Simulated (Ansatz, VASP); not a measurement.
One calculation of Ag, two programs

```
Ag
1.0
     0.00000    2.04275    2.04275
     2.04275    0.00000    2.04275
     2.04275    2.04275    0.00000
Ag
1
Direct
  0.00000 0.00000 0.00000
```

Alike in both runs: task relaxation of cell and atoms; functional BLYP; k mesh 11 × 11 × 11; occupations fermi-dirac, width 0.05 eV; no spin polarisation.

|  | VASP | Ansatz |
| --- | --- | --- |
| version | VASP 6.6.1 | Ansatz 0.2.0 |
| potentials or method | VASP PAW PBE potentials, release 64 (Ag) | Ansatz PAW |
| plane-wave cutoff (eV) | 600 | 420 |
| valence electrons in the cell | 11 | 19 |

Ansatz gave:

```
relaxed volume (Å³/atom)                                     : 19.30
relaxed cell length with the largest relative difference (Å) : 3.011
energy change over the relaxation (meV/atom)                 : -73
```

Task: Which values does VASP return?

Result: Relaxed volume (Å³/atom): 19.31; relaxed cell length with the largest relative difference (Å): 3.011; energy change over the relaxation (meV/atom): -75.

The two sets of potentials don't hold the same shells in valence.

Caveats: the volume moved by +13 % from the deposited cell, more than functionals usually miss; the PAW data sets were made with another functional, which shifts forces and pressure a little (VASP); the plane-wave basis is chosen anew once the cell has moved, so the energies of steps on either side of that aren't comparable (Ansatz); the PAW data sets come from PBE, with cores solved anew for the run's functional, which leaves a small shift of forces and pressure (Ansatz). BLYP gives volumes clearly too large for solids. Zero-point motion and thermal expansion aren't in these numbers.
